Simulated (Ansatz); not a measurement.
**Molecular dynamics of ZrO2**

Input file:

```yaml
crystal:
  lattice:
    - [5.254306, 0.0, 0.0]
    - [0.0, 5.254306, 0.0]
    - [0.0, 0.0, 5.254306]
  atoms:
    - { symbol: Zr, position: [0.0, 0.0, 0.0] }
    - { symbol: O, position: [0.25, 0.25, 0.25] }
    - { symbol: O, position: [0.75, 0.75, 0.75] }
    - { symbol: Zr, position: [0.5, 0.5, 0.0] }
    - { symbol: O, position: [0.75, 0.75, 0.25] }
    - { symbol: O, position: [0.25, 0.25, 0.75] }
    - { symbol: Zr, position: [0.5, 0.0, 0.5] }
    - { symbol: O, position: [0.75, 0.25, 0.75] }
    - { symbol: O, position: [0.25, 0.75, 0.25] }
    - { symbol: Zr, position: [0.0, 0.5, 0.5] }
    - { symbol: O, position: [0.25, 0.75, 0.75] }
    - { symbol: O, position: [0.75, 0.25, 0.25] }
basis:
  ecutwfc: 420.0
kpoints:
  mp_grid: { grid: [2, 2, 2] }
hamiltonian:
  xc: pbe
  dispersion: d3bj
  pseudopotentials: { kind: paw, azcp: { folder: soft_1 } }
scf:
  occupations: { method: fermi_dirac, width: 0.3 }
  lower_state_search: "off"
  convergence: { dr2_threshold: 0.001 }
  max_iter: 54
md:
  timestep: 1.12
  n_steps: 200
  ensemble: nve
  temperature: 7000.0
  initial_velocities: maxwell_boltzmann
  seed: 938457
```

Run as:

```bash
$ ansatz run input.yaml --threads 1 --pin off --max-ram 3072MiB --backend cpu --events-out ev --progress --plain --runs-dir out
```

It starts from a structure without forces on its atoms.

Output, in part (step lines):

```
md step     0: t =     0.00 fs  T =  7000.0 K  F+E_penalty+E_count = -21297.47865312 eV  E_kin = 9.953020 eV  conserved = -21287.52563320 eV  (6 SCF iters)
[... lines left out ...]
```

The steps, from the saved trajectory:

| time (fs) | T (K) | potential energy less start (eV) | conserved less start (meV/atom) |
| --- | --- | --- | --- |
| 0 | 7000 | 0.000 | 0.00 |
| 6.72 | 5789 | 1.723 | 0.14 |
| 13.44 | 3524 | 4.954 | 0.97 |
| 20.16 | 3257 | 5.331 | 0.69 |
| 26.88 | 4009 | 4.253 | -0.04 |
| 33.6 | 3323 | 5.233 | 0.37 |
| 40.32 | 2916 | 5.815 | 0.68 |
| 47.04 | 3566 | 4.886 | 0.23 |
| 53.76 | 3632 | 4.796 | 0.58 |
| 60.48 | 3868 | 4.455 | 0.11 |
| 67.2 | 3081 | 5.584 | 0.95 |
| 73.92 | 4111 | 4.110 | 0.19 |
| 80.64 | 4962 | 2.899 | 0.16 |
| 87.36 | 4534 | 3.514 | 0.61 |
| 94.08 | 4511 | 3.546 | 0.51 |
| 100.8 | 4763 | 3.184 | 0.30 |
| 107.52 | 4229 | 3.944 | 0.31 |
| 114.24 | 3227 | 5.375 | 0.85 |
| 120.96 | 3730 | 4.652 | 0.20 |
| 127.68 | 3801 | 4.552 | 0.33 |
| 134.4 | 3188 | 5.430 | 0.80 |
| 141.12 | 3717 | 4.676 | 0.69 |
| 147.84 | 4695 | 3.277 | -0.01 |
| 154.56 | 3767 | 4.602 | 0.49 |
| 161.28 | 2925 | 5.804 | 0.84 |
| 168 | 3641 | 4.783 | 0.63 |
| 174.72 | 4797 | 3.137 | 0.45 |
| 181.44 | 5309 | 2.409 | 0.32 |
| 188.16 | 4655 | 3.343 | 0.65 |
| 194.88 | 3832 | 4.511 | 0.52 |
| 201.6 | 3019 | 5.672 | 0.91 |
| 208.32 | 3254 | 5.330 | 0.26 |
| 215.04 | 2906 | 5.830 | 0.75 |
| 221.76 | 3222 | 5.378 | 0.50 |

The run went to its last step. The conserved energy stayed within 1.2 meV per atom of its start (net change 0.32 meV per atom), so the integration is sound. Over the second half the temperature averaged 0.54 of the 7000 K drawn at the start: a run that starts near a minimum puts about half its kinetic energy into the potential. A run of 0.22 ps of so small a system gives no equilibrium averages. The SCF threshold is loose, so the forces are noisy. Limits of this set-up: coarse k mesh.

Mean squared displacements from the first frame to the last, about the centre of mass: Zr 0.09 Å², O 0.49 Å².

Last frame:

```xyz
12
Lattice="5.2543 0.0000 0.0000 0.0000 5.2543 0.0000 0.0000 0.0000 5.2543" Properties=species:S:1:pos:R:3
Zr 0.186 0.167 -0.278
O 1.861 1.407 1.872
O 3.074 4.261 4.195
Zr 2.726 2.658 0.053
O 3.914 3.820 1.634
O 1.623 1.141 4.324
Zr 2.360 -0.306 2.567
O 4.188 1.220 3.632
O 1.438 3.820 1.011
Zr 0.014 2.651 2.860
O 0.365 4.444 3.320
O 4.372 1.384 1.334
```

Time of the run: 5.9 min on 1 thread of Arm Neoverse V2, with other jobs on the host, peak memory 0.43 GiB.
